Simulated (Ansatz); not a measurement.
# Os under changes of volume

One of the cells (13.982 Å³/atom); the others are scaled copies at fixed shape and fractional positions:

```xyz
2
Lattice="2.7341 0.0000 0.0000 -1.3671 2.3678 0.0000 0.0000 0.0000 4.3197" Properties=species:S:1:pos:R:3 pbc="T T T"
Os    1.3671    0.7893    3.2398
Os    0.0000    1.5785    1.0799
```

| Property | Result |
| --- | --- |
| Program | Ansatz 0.2.0 |
| Functional | HF |
| Potentials or basis | Ansatz PAW |
| Cutoff | 420 eV (not typed: the program's choice for these potentials) |
| k mesh | 6 × 6 × 3 |
| Occupations | fermi-dirac, width 0.05 eV |
| Spin | no spin polarisation |

```csv
volume (Å³/atom),energy over the lowest point (meV/atom),pressure (GPa)
13.143,43.33,24.4
13.423,11.60,12.2
13.703,0.00,1.3
13.982,?,?
14.262,28.60,-17.0
14.542,65.11,-24.7
14.821,114.31,-31.5
```

What does the run at 13.982 Å³/atom give?

Energy over the lowest point 6.32 meV/atom; pressure -8.4 GPa.

Worked out: A Birch-Murnaghan fit of order 3 (a polynomial in V^(-2/3)) to the other rows has its minimum at 13.74 Å³/atom with B0 = V·E''(V) = 496 GPa and B' = 4.6 at fixed shape and positions, which overstates the stiffness. It gives 6.28 meV/atom at 13.982 Å³/atom, against the run's 6.32, and -dE/dV = -8.3 GPa, against -8.4.

Energies are extrapolated to zero smearing.

Caveats: all runs use coarse meshes; the PAW data sets come from PBE, with cores solved anew for the run's functional, which leaves a small shift of forces and pressure; the thresholds are loose for stress.
